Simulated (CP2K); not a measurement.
# HgSe under changes of volume

One of the cells (28.067 Å³/atom); the others are scaled copies at fixed shape and fractional positions:

```
Hg Se
1.0
     4.29780    0.00000    0.00000
     2.14890    3.72200    0.00000
     2.14890    1.24067    3.50913
Hg Se
1 1
Direct
  0.00000 0.00000 0.00000
  0.75000 0.75000 0.75000
```

* Program: CP2K 2026.2
* Functional: PBEsol
* Potentials or basis: POTENTIAL_UZH Hg GTH-PBE-q12, Se GTH-PBE-q6; TZVP-MOLOPT-PBE-GTH basis
* Density cutoff: 6123 eV
* k mesh: 8 × 8 × 8
* Occupations: fermi-dirac, width 0.01 eV
* Spin: no spin polarisation

```tsv
volume (Å³/atom)	energy over the lowest point (meV/atom)	pressure (GPa)
26.383	67.13	7.6
26.944	43.50	5.9
27.505	25.61	4.3
28.067	12.84	3.0
28.628	4.62	1.7
29.189	?	?
29.751	0.00	-0.3
```

Problem. What does the run at 29.189 Å³/atom give?

Solution. Energy over the lowest point 0.50 meV/atom; pressure 0.6 GPa.

Worked out: A Birch-Murnaghan fit of order 3 (a polynomial in V^(-2/3)) to the other rows has its minimum at 29.55 Å³/atom with B0 = V·E''(V) = 51 GPa and B' = 5.0. It gives 0.50 meV/atom at 29.189 Å³/atom, against the run's 0.50, and -dE/dV = 0.6 GPa, against 0.6.

Energies are extrapolated to zero smearing.

Caveats: the potentials were made for another functional, which shifts forces and pressure; the basis of atomic orbitals isn't converged, which shifts pressures, moduli and gaps.
